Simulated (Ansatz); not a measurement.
# GaN: the cost of one run

Program: Ansatz 0.2.0. Level of theory: DFT PBE, scalar-relativistic, plane waves, PAW. These are calculated values, not measurements.

3 further runs of the same task are left out: 3 set aside as unsound or not needed.

## 1. The starting structure

The cell holds 64 atoms (AlGa31N32): a = 10.000 Å, b = 10.000 Å, c = 10.000 Å, α = 99.87°, β = 112.24°, γ = 116.75°.

The coordinates of this cell stand in the input of its own run.

The host was relaxed before at PBE: a = 3.218 Å, b = 3.218 Å, c = 5.243 Å, α = 90.00°, β = 90.00°, γ = 120.00° (conventional cell), 11.758 Å³/atom.

Places, in fractions of the supercell: Al in place of Ga at (0.417, 0.000, 0.917). The start keeps the symmetry of the ideal site.

## 2. Band edges of the host over the zone

Contents of input.yaml:

```yaml
crystal:
  lattice:
    - [3.2183571346, 0.0, 0.0]
    - [-1.6091785673, 2.787179037, 0.0]
    - [0.0, 0.0, 5.2431089459]
  atoms:
    - { symbol: Ga, position: [0.6666666667, 0.3333333333, 0.4991348446] }
    - { symbol: Ga, position: [0.3333333333, 0.6666666667, 0.9991348446] }
    - { symbol: "N", position: [0.6666666667, 0.3333333333, 0.8758651554] }
    - { symbol: "N", position: [0.3333333333, 0.6666666667, 0.3758651554] }
basis:
  ecutwfc: 420
  xc_grid: 2
kpoints:
  mp_grid: { grid: [9, 9, 6] }
  band_path: { path: [VBM, CBM], npoints: 2 }
hamiltonian:
  xc: pbe
scf:
  occupations: { method: gaussian, width: 0.02 }
output:
  forces: true
  stress: true
  eigenvalues: true
```

Run with:

```console
$ ansatz run input.yaml --threads 8 --pin off --max-ram 16384MiB --backend cpu --events-out ev --progress --plain --runs-dir out
```

Q: Estimate wall time and peak memory on 8 threads of Arm Neoverse V2, shared host.

About 1.4 s, with a peak of 0.43 GiB.
